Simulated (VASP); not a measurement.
# AlP (F-43m) in VASP: further runs

Aim: see how the results for AlP move with the level of theory and the settings. Levels: HSE06, PBE0, PBE, LDA, TB-mBJ. Tasks: band structure.

Everything below comes from runs of VASP 6.6.1. Logs are shortened: lines on timing, memory, paths and dates and some standing lists are left out, and cuts for length are marked.

**Experimental background.**

From a printed reference work, data compilation, for a bulk crystal of AlP at 4.2 K: band gap 2.505 eV (indirect).

How close the calculation comes is told below.

### Step 1. The crystal as given

The structure is cubic, space group F-43m (No. 216). Conventional cell: a = 5.471 Å, b = 5.471 Å, c = 5.471 Å, α = 90.00°, β = 90.00°, γ = 90.00°. Around Al (site symmetry -43m) lie 4 P at 2.37 Å. P (site symmetry -43m) has 4 Al at 2.37 Å as nearest neighbours.

### Step 2. Band structure, HSE06

POSCAR reads:

```
AlP                                     
1.0
    0.0000000000      2.7357031040      2.7357031040
    2.7357031040      0.0000000000      2.7357031040
    2.7357031040      2.7357031040      0.0000000000
  Al              P             
     1     1
Direct
     0.0000000000000000    0.0000000000000000    0.0000000000000000
     0.2500000000000000    0.2500000000000000    0.2500000000000000
```

INCAR.step1 reads:

```
SYSTEM = AlP
PREC = Accurate ; ENCUT = 520
EDIFF = 1E-5 ; ISMEAR = 0
SIGMA = 0.03 ; LREAL = .FALSE.
LASPH = .TRUE. ; NELM = 80
ALGO = Normal ; ISIF = 2
LWAVE = .TRUE. ; LCHARG = .FALSE.
KPAR = 8 ; GGA = PE
```

INCAR.step2 reads:

```
SYSTEM = AlP
PREC = Accurate ; ENCUT = 520
EDIFF = 1E-6 ; ISMEAR = 0
SIGMA = 0.03 ; LREAL = .FALSE.
LASPH = .TRUE. ; NELM = 80
ALGO = Normal ; ISIF = 2
LWAVE = .FALSE. ; LCHARG = .FALSE.
GGA = PE ; LHFCALC = .TRUE.
HFSCREEN = 0.2 ; PRECFOCK = Fast
KPAR = 8 ; ISTART = 1
```

KPOINTS reads:

```
regular mesh
0
G
  8 8 8
  0 0 0
```

KPOINTS_OPT reads:

```
explicit points
6
Reciprocal
 0.0000000000  0.0000000000  0.0000000000 1
 0.3750000000  0.3750000000  0.7500000000 1
 0.5000000000  0.5000000000  0.5000000000 1
 0.6250000000  0.2500000000  0.6250000000 1
 0.5000000000  0.2500000000  0.7500000000 1
 0.5000000000  0.0000000000  0.5000000000 1
```

Potentials or basis: VASP PAW PBE potentials, release 64 (Al, P).

On the command line:

```bash
cat potpaw_PBE.64/Al/POTCAR potpaw_PBE.64/P/POTCAR > POTCAR
cp INCAR.step1 INCAR
mpirun -np 8 vasp_std > vasp.out
cp INCAR.step2 INCAR
mpirun -np 8 vasp_std > vasp.out
```

OUTCAR:

```text
SYSTEM = AlP
   PREC = Accurate
   ENCUT = 520
   EDIFF = 1E-6
   ISMEAR = 0
   LREAL = .FALSE.
   LASPH = .TRUE.
   NELM = 80
   ISIF = 2
   GGA = PE
   LHFCALC = .TRUE.
   HFSCREEN = 0.2
   PRECFOCK = Fast
   ISTART = 1

 ion  position               nearest neighbor table
   1  0.000  0.000  0.000-   2 2.37   2 2.37   2 2.37   2 2.37
   2  0.250  0.250  0.250-   1 2.37   1 2.37   1 2.37   1 2.37

  LATTYP: Found a face centered cubic cell.
 ALAT       =     5.4714062080

  Lattice vectors:

 A1 = (   0.0000000000,   2.7357031040,   2.7357031040)
 A2 = (   2.7357031040,   0.0000000000,   2.7357031040)
 A3 = (   2.7357031040,   2.7357031040,   0.0000000000)

Analysis of symmetry for initial positions (statically):
=====================================================================
 Subroutine PRICEL returns:
 Original cell was already a primitive cell.

 Routine SETGRP: Setting up the symmetry group for a
 face centered cubic supercell.

 Subroutine GETGRP returns: Found 24 space group operations
 (whereof 24 operations were pure point group operations)
 out of a pool of 48 trial point group operations.

The static configuration has the point symmetry T_d .

Analysis of symmetry for dynamics (positions and initial velocities):
=====================================================================
 Subroutine PRICEL returns:
 Original cell was already a primitive cell.

 Routine SETGRP: Setting up the symmetry group for a
 face centered cubic supercell.

 Subroutine GETGRP returns: Found 24 space group operations
 (whereof 24 operations were pure point group operations)
 out of a pool of 48 trial point group operations.

The dynamic configuration has the point symmetry T_d .

 Subroutine INISYM returns: Found 24 space group operations
 (whereof 24 operations are pure point group operations),
 and found     1 'primitive' translations

----------------------------------------------------------------------------------------

                                     Primitive cell

  volume of cell :      40.9484

  direct lattice vectors                    reciprocal lattice vectors
     0.000000000  2.735703104  2.735703104    -0.182768371  0.182768371  0.182768371
     2.735703104  0.000000000  2.735703104     0.182768371 -0.182768371  0.182768371
     2.735703104  2.735703104  0.000000000     0.182768371  0.182768371 -0.182768371

  length of vectors
[... 95 lines left out ...]
   EMIN   =  10.00;   EMAX   =-10.00  energy-range for DOS
   EFERMI =   0.00;   METHOD = LEGACY
   ISMEAR =     0;   SIGMA  =   0.03  broadening in eV -4-tet -1-fermi 0-gaus
   EFERMI_NEDOS =   21; number of points for ismear=-14 and -15
   IALGO  =     38    algorithm
   IMIX   =      1    mixing-type and parameters
     AMIX     =   0.40;   BMIX     =  1.00
     AMIX_MAG =   1.60;   BMIX_MAG =  1.00
  volume/ion in A,a.u.               =      20.47       138.17
  Fermi-wavevector in a.u.,A,eV,Ry     =   0.949932  1.795111 12.277501  0.902371
  Thomas-Fermi vector in A             =   2.078261
   LORBIT       =      0    0 simple, 1 ext, 2 COOP (PROOUT), +10 PAW based schemes
   GGA     = PE    functional components
   LHFCALC =     T    Hartree Fock is set to
   PRECFOCK=fast      Normal, Fast or Accurate (Low or Medium for compatibility)
   ENCUT4O =  -1.0   cutoff for four orbital integrals eV
   NKREDX  =     1    reduce k-point grid by
   NKREDY  =     1    reduce k-point grid by
   NKREDZ  =     1    reduce k-point grid by
   AEXX    =    0.2500 exact exchange contribution
   HFSCREEN=    0.2000 screening length (either q_TF or 0.3 A-1)
   HFSCREENC=   0.2000 screening length for correlation (either q_TF or 0.3 A-1)
   ENCUTFOCK=  -1.0 apply spherical cutoff to Coloumb kernel
   IVDW    =     0    specifies the selected vdW correction
   LEPSILON=     F    determine dielectric tensor
   LRPA    =     F    only Hartree local field effects (RPA)
 non-spin polarized calculation
 Gauss-broadening in eV      SIGMA  =   0.03
  energy-cutoff  :      520.00
  volume of cell :       40.95
 maximum number of plane-waves:      1124
 NGX is ok and might be reduce to    30
  NGX = 18; NGY = 18; NGZ = 18

 number of electron       7.9999999 magnetization

 Free energy of the ion-electron system (eV)
  ---------------------------------------------------
  ext. energy  EPLUGINS =         0.00000000
  ---------------------------------------------------
  free energy    TOTEN  =       -12.03568174 eV

  energy without entropy =      -12.03568174  energy(sigma->0) =      -12.03568174

 E-fermi :   4.1745     XC(G=0):  -7.6532

 val. band max:        4.0358996401   @ k =   0.0000   0.0000   0.0000
 cond. band min:       6.3323091414   @ k =   0.5000   0.5000   0.0000
 fundamental gap:      2.2964095013
 Fermi energy:         4.1744592996

 k-point     1 :       0.0000    0.0000    0.0000
  band No.  band energies     occupation
      1      -8.7080      2.00000
      2       4.0359      2.00000
      3       4.0359      2.00000
      4       4.0359      2.00000
      5       8.2195      0.00000
      6       9.5371      0.00000
      7       9.5371      0.00000
      8       9.5371      0.00000
[... 243 lines left out ...]
 k-point    24 :      -0.3750    0.2500    0.1250
  band No.  band energies     occupation
      1      -6.5144      2.00000
      2      -1.6479      2.00000
      3       1.2261      2.00000
      4       2.4289      2.00000
      5       8.8611      0.00000
      6       9.4760      0.00000
      7      12.0232      0.00000
      8      12.8627      0.00000

 [... further k-points ...]

------------------------ aborting loop because EDIFF is reached ----------------------------------------

  FORCE on cell =-STRESS in cart. coord.  units (eV):
  Direction    XX          YY          ZZ          XY          YZ          ZX
  --------------------------------------------------------------------------------------
  -------------------------------------------------------------------------------------
  Total       -0.0130529     -0.0130529     -0.0130529      0.0000000     -0.0000000      0.0000000
  in kB       -0.5107178     -0.5107178     -0.5107178      0.0000000     -0.0000000      0.0000000
  external PRESSURE =      -0.5107178 kB  Pullay stress =       0.0000000 kB

 VOLUME and BASIS-vectors are now :
 -----------------------------------------------------------------------------
  energy-cutoff  :      520.00
  volume of cell :       40.95
      direct lattice vectors                 reciprocal lattice vectors
     0.000000000  2.735703104  2.735703104    -0.182768371  0.182768371  0.182768371
     2.735703104  0.000000000  2.735703104     0.182768371 -0.182768371  0.182768371
     2.735703104  2.735703104  0.000000000     0.182768371  0.182768371 -0.182768371

 POSITION                                       TOTAL-FORCE (eV/Angst)
 -----------------------------------------------------------------------------------
      0.00000      0.00000      0.00000        -0.000000     -0.000000     -0.000000
      1.36785      1.36785      1.36785         0.000000      0.000000      0.000000
 -----------------------------------------------------------------------------------
    total drift:                               -0.000001     -0.000001     -0.000001

  FREE ENERGIE OF THE ION-ELECTRON SYSTEM (eV)
  ---------------------------------------------------
  free  energy   TOTEN  =       -12.0356817446 eV

  energy  without entropy=      -12.0356817446  energy(sigma->0) =      -12.03568174
```

OUTCAR.step1:

```text
SYSTEM = AlP
   PREC = Accurate
   ENCUT = 520
   EDIFF = 1E-5
   ISMEAR = 0
   LREAL = .FALSE.
   LASPH = .TRUE.
[... 487 lines left out ...]
      0.00000      0.00000      0.00000        -0.000000     -0.000000     -0.000000
      1.36785      1.36785      1.36785         0.000000      0.000000      0.000000
 -----------------------------------------------------------------------------------
    total drift:                               -0.000000     -0.000000     -0.000000

  FREE ENERGIE OF THE ION-ELECTRON SYSTEM (eV)
  ---------------------------------------------------
  free  energy   TOTEN  =       -10.3729295281 eV

  energy  without entropy=      -10.3729295281  energy(sigma->0) =      -10.37292953
```

It took 2.5 min on 8 MPI ranks of Intel Xeon Platinum 8488C (Sapphire Rapids), shared host; peak memory 0.33 GiB.

Results:

| Item | Value |
| --- | --- |
| Free energy | -12.0357 eV |
| Pressure | -0.1 GPa |
| Band gap on the k mesh | 2.30 eV, indirect (least direct gap 4.18 eV) |
| Band gap along the path | 2.30 eV, indirect (least direct gap 4.18 eV) |

Caveat: the PAW data sets were made with another functional, which shifts forces and pressure a little.

### Step 3. Band structure, PBE0

POSCAR is that of step 2.

INCAR.step1 is that of step 2.

INCAR.step2: that of step 2 with these lines changed.

```diff
@@ -8,3 +8,4 @@
 GGA = PE ; LHFCALC = .TRUE.
-HFSCREEN = 0.2 ; PRECFOCK = Fast
-KPAR = 8 ; ISTART = 1
+AEXX = 0.25 ; PRECFOCK = Fast
+HFRCUT = -1 ; KPAR = 8
+ISTART = 1
```

KPOINTS is that of step 2.

KPOINTS_OPT is that of step 2.

Potentials or basis: VASP PAW PBE potentials, release 64 (Al, P).

On the command line:

```bash
cat potpaw_PBE.64/Al/POTCAR potpaw_PBE.64/P/POTCAR > POTCAR
cp INCAR.step1 INCAR
mpirun -np 8 vasp_std > vasp.out
cp INCAR.step2 INCAR
mpirun -np 8 vasp_std > vasp.out
```

OUTCAR:

```text
SYSTEM = AlP
   PREC = Accurate
   ENCUT = 520
   EDIFF = 1E-6
   ISMEAR = 0
   LREAL = .FALSE.
   LASPH = .TRUE.
   NELM = 80
   ISIF = 2
   GGA = PE
   LHFCALC = .TRUE.
   AEXX = 0.25
   PRECFOCK = Fast
   ISTART = 1

 ion  position               nearest neighbor table
   1  0.000  0.000  0.000-   2 2.37   2 2.37   2 2.37   2 2.37
   2  0.250  0.250  0.250-   1 2.37   1 2.37   1 2.37   1 2.37

  LATTYP: Found a face centered cubic cell.
 ALAT       =     5.4714062080

  Lattice vectors:

 A1 = (   0.0000000000,   2.7357031040,   2.7357031040)
 A2 = (   2.7357031040,   0.0000000000,   2.7357031040)
 A3 = (   2.7357031040,   2.7357031040,   0.0000000000)

Analysis of symmetry for initial positions (statically):
=====================================================================
 Subroutine PRICEL returns:
 Original cell was already a primitive cell.

 Routine SETGRP: Setting up the symmetry group for a
 face centered cubic supercell.

 Subroutine GETGRP returns: Found 24 space group operations
 (whereof 24 operations were pure point group operations)
 out of a pool of 48 trial point group operations.

The static configuration has the point symmetry T_d .
[... 176 lines left out ...]
 Fermi energy:         3.8740075086

 k-point     1 :       0.0000    0.0000    0.0000
  band No.  band energies     occupation
      1      -9.1269      2.00000
      2       3.6952      2.00000
      3       3.6952      2.00000
      4       3.6952      2.00000
      5       8.5313      0.00000
      6       9.8836      0.00000
      7       9.8836      0.00000
      8       9.8836      0.00000
[... 243 lines left out ...]
 k-point    24 :      -0.3750    0.2500    0.1250
  band No.  band energies     occupation
      1      -6.9284      2.00000
      2      -2.0641      2.00000
      3       0.8370      2.00000
      4       2.0657      2.00000
      5       9.2044      0.00000
      6       9.8221      0.00000
      7      12.3961      0.00000
      8      13.2359      0.00000

 [... further k-points ...]

------------------------ aborting loop because EDIFF is reached ----------------------------------------

  FORCE on cell =-STRESS in cart. coord.  units (eV):
  Direction    XX          YY          ZZ          XY          YZ          ZX
  --------------------------------------------------------------------------------------
  -------------------------------------------------------------------------------------
  Total       -0.0389430     -0.0389430     -0.0389430      0.0000000      0.0000000     -0.0000000
  in kB       -1.5237131     -1.5237131     -1.5237131      0.0000000      0.0000000     -0.0000000
  external PRESSURE =      -1.5237131 kB  Pullay stress =       0.0000000 kB

 VOLUME and BASIS-vectors are now :
 -----------------------------------------------------------------------------
  energy-cutoff  :      520.00
  volume of cell :       40.95
      direct lattice vectors                 reciprocal lattice vectors
     0.000000000  2.735703104  2.735703104    -0.182768371  0.182768371  0.182768371
     2.735703104  0.000000000  2.735703104     0.182768371 -0.182768371  0.182768371
     2.735703104  2.735703104  0.000000000     0.182768371  0.182768371 -0.182768371

 POSITION                                       TOTAL-FORCE (eV/Angst)
 -----------------------------------------------------------------------------------
      0.00000      0.00000      0.00000         0.000000     -0.000000     -0.000000
      1.36785      1.36785      1.36785        -0.000000      0.000000      0.000000
 -----------------------------------------------------------------------------------
    total drift:                               -0.000000     -0.000000     -0.000000

  FREE ENERGIE OF THE ION-ELECTRON SYSTEM (eV)
  ---------------------------------------------------
  free  energy   TOTEN  =       -12.8998399158 eV

  energy  without entropy=      -12.8998399158  energy(sigma->0) =      -12.89983992
```

Wall time 2.3 min (8 MPI ranks of Intel Xeon Platinum 8488C (Sapphire Rapids), shared host); peak memory 0.24 GiB.

What came out:

| Property | Result |
| --- | --- |
| Free energy | -12.8998 eV |
| Pressure | -0.2 GPa |
| Band gap on the k mesh | 2.95 eV, indirect (least direct gap 4.84 eV) |
| Band gap along the path | 2.95 eV, indirect (least direct gap 4.84 eV) |

Levels at points of the mesh, in eV from the valence-band top:
```tsv
k point	band 2	band 3	band 4	band 5	band 6	band 7
(0.00, 0.00, 0.00)	0.00	0.00	0.00	4.84	6.19	6.19
(0.50, 0.00, 0.00)	-6.16	-0.85	-0.85	4.30	6.46	6.46
(0.50, 0.50, 0.00)	-5.92	-2.34	-2.34	2.95	3.92	13.17
```

Caveat: the PAW data sets were made with another functional, which shifts forces and pressure a little.

### Step 4. Band structure, PBE

INCAR reads:

```
SYSTEM = AlP
ALGO = Normal
EDIFF = 1E-6
ENCUT = 520
GGA = PE
ISIF = 2
ISMEAR = 0
LASPH = .True.
LCHARG = .False.
LREAL = .False.
LWAVE = .False.
NELM = 80
PREC = Accurate
SIGMA = 0.03
```

KPOINTS reads:

```
k-points
0
Gamma
  8 8 8
  0 0 0
```

POSCAR reads:

```
AlP                                     
1.0
    0.0000000000      2.7357031041      2.7357031041
    2.7357031041      0.0000000000      2.7357031041
    2.7357031041      2.7357031041      0.0000000000
  Al              P             
     1     1
Direct
     0.0000000000000000    0.0000000000000000    0.0000000000000000
     0.2500000000000000    0.2500000000000000    0.2500000000000000
```

KPOINTS_OPT reads:

```
explicit points
202
Reciprocal
 0.0000000000  0.0000000000  0.0000000000 1
 0.0555555556  0.0000000000  0.0555555556 1
 0.1111111111  0.0000000000  0.1111111111 1
 0.1666666667  0.0000000000  0.1666666667 1
 0.2222222222  0.0000000000  0.2222222222 1
 0.2777777778  0.0000000000  0.2777777778 1
[... 194 lines left out ...]
 0.5107354300  0.0214708600  0.5107354300 1
 0.4892645700 -0.0214708600  0.4892645700 1
```

On the command line:

```bash
cat potpaw_PBE.64/Al/POTCAR potpaw_PBE.64/P/POTCAR > POTCAR
mpirun -np 1 vasp_std > vasp.out
```

Wall time 33 s (1 thread of Intel Xeon Platinum 8488C (Sapphire Rapids), shared host); peak memory 0.16 GiB.

It converged, with:

```
Free energy             : -10.3729 eV
Pressure                : 1.6 GPa
Band gap on the k mesh  : 1.59 eV, indirect (least direct gap 3.25 eV)
Band gap along the path : 1.59 eV, indirect (least direct gap 3.25 eV)
```

Levels at the corners of the path, in eV from the valence-band top:
```tsv
point	band 1	band 2	band 3	band 4	band 5	band 6	band 7	band 8
Γ	-11.47	0.00	0.00	0.00	3.25	4.55	4.55	4.55
X	-9.15	-5.29	-2.09	-2.09	1.59	2.47	11.02	11.02
X	-9.15	-5.29	-2.09	-2.09	1.59	2.47	11.02	11.02
W	-9.10	-4.90	-3.15	-2.79	4.32	5.91	6.14	6.36
W	-9.10	-4.90	-3.15	-2.79	4.32	5.91	6.14	6.36
K	-9.18	-5.01	-3.39	-1.72	2.44	5.10	8.44	8.71
K	-9.18	-5.01	-3.39	-1.72	2.44	5.10	8.44	8.71
Γ	-11.47	0.00	0.00	0.00	3.25	4.55	4.55	4.55
Γ	-11.47	0.00	0.00	0.00	3.25	4.55	4.55	4.55
L	-9.81	-5.50	-0.76	-0.76	2.79	4.82	4.82	8.26
L	-9.81	-5.50	-0.76	-0.76	2.79	4.82	4.82	8.26
U	-9.18	-5.01	-3.39	-1.72	2.44	5.10	8.44	8.71
U	-9.18	-5.01	-3.39	-1.72	2.44	5.10	8.44	8.71
W	-9.10	-4.90	-3.15	-2.79	4.32	5.91	6.14	6.36
W	-9.10	-4.90	-3.15	-2.79	4.32	5.91	6.14	6.36
L	-9.81	-5.50	-0.76	-0.76	2.79	4.82	4.82	8.26
L	-9.81	-5.50	-0.76	-0.76	2.79	4.82	4.82	8.26
K	-9.18	-5.01	-3.39	-1.72	2.44	5.10	8.44	8.71
U	-9.18	-5.01	-3.39	-1.72	2.44	5.10	8.44	8.71
X	-9.15	-5.29	-2.09	-2.09	1.59	2.47	11.02	11.02
```

### Step 5. Band structure, LDA

INCAR: that of step 4 with these lines changed.

```diff
@@ -4,3 +4,2 @@
 ENCUT = 520
-GGA = PE
 ISIF = 2
```

KPOINTS is that of step 4.

POSCAR is that of step 4.

KPOINTS_OPT is that of step 4.

Potentials or basis: VASP PAW LDA potentials, release 64 (Al, P).

On the command line:

```bash
cat potpaw_LDA.64/Al/POTCAR potpaw_LDA.64/P/POTCAR > POTCAR
mpirun -np 1 vasp_std > vasp.out
```

Wall time 29 s (1 thread of Intel Xeon Platinum 8488C (Sapphire Rapids), shared host); peak memory 0.14 GiB.

Results (log left out):

* Free energy: -11.4079 eV
* Pressure: -1.7 GPa
* Band gap on the k mesh: 1.45 eV, indirect (least direct gap 3.07 eV)
* Band gap along the path: 1.45 eV, indirect (least direct gap 3.07 eV)

Levels at the corners of the path, in eV from the valence-band top:
| point | band 1 | band 2 | band 3 | band 4 | band 5 | band 6 | band 7 | band 8 |
| --- | --- | --- | --- | --- | --- | --- | --- | --- |
| Γ | -11.47 | 0.00 | 0.00 | 0.00 | 3.07 | 4.46 | 4.46 | 4.46 |
| X | -9.12 | -5.33 | -2.11 | -2.11 | 1.45 | 2.33 | 10.83 | 10.83 |
| X | -9.12 | -5.33 | -2.11 | -2.11 | 1.45 | 2.33 | 10.83 | 10.83 |
| W | -9.07 | -4.94 | -3.19 | -2.84 | 4.22 | 5.81 | 6.01 | 6.23 |
| W | -9.07 | -4.94 | -3.19 | -2.84 | 4.22 | 5.81 | 6.01 | 6.23 |
| K | -9.15 | -5.05 | -3.44 | -1.74 | 2.31 | 4.99 | 8.34 | 8.59 |
| K | -9.15 | -5.05 | -3.44 | -1.74 | 2.31 | 4.99 | 8.34 | 8.59 |
| Γ | -11.47 | 0.00 | 0.00 | 0.00 | 3.07 | 4.46 | 4.46 | 4.46 |
| Γ | -11.47 | 0.00 | 0.00 | 0.00 | 3.07 | 4.46 | 4.46 | 4.46 |
| L | -9.79 | -5.55 | -0.76 | -0.76 | 2.64 | 4.73 | 4.73 | 8.05 |
| L | -9.79 | -5.55 | -0.76 | -0.76 | 2.64 | 4.73 | 4.73 | 8.05 |
| U | -9.15 | -5.05 | -3.44 | -1.74 | 2.31 | 4.99 | 8.34 | 8.59 |
| U | -9.15 | -5.05 | -3.44 | -1.74 | 2.31 | 4.99 | 8.34 | 8.59 |
| W | -9.07 | -4.94 | -3.19 | -2.84 | 4.22 | 5.81 | 6.01 | 6.23 |
| W | -9.07 | -4.94 | -3.19 | -2.84 | 4.22 | 5.81 | 6.01 | 6.23 |
| L | -9.79 | -5.55 | -0.76 | -0.76 | 2.64 | 4.73 | 4.73 | 8.05 |
| L | -9.79 | -5.55 | -0.76 | -0.76 | 2.64 | 4.73 | 4.73 | 8.05 |
| K | -9.15 | -5.05 | -3.44 | -1.74 | 2.31 | 4.99 | 8.34 | 8.59 |
| U | -9.15 | -5.05 | -3.44 | -1.74 | 2.31 | 4.99 | 8.34 | 8.59 |
| X | -9.12 | -5.33 | -2.11 | -2.11 | 1.45 | 2.33 | 10.83 | 10.83 |

(Continued in part 2 of 2.)
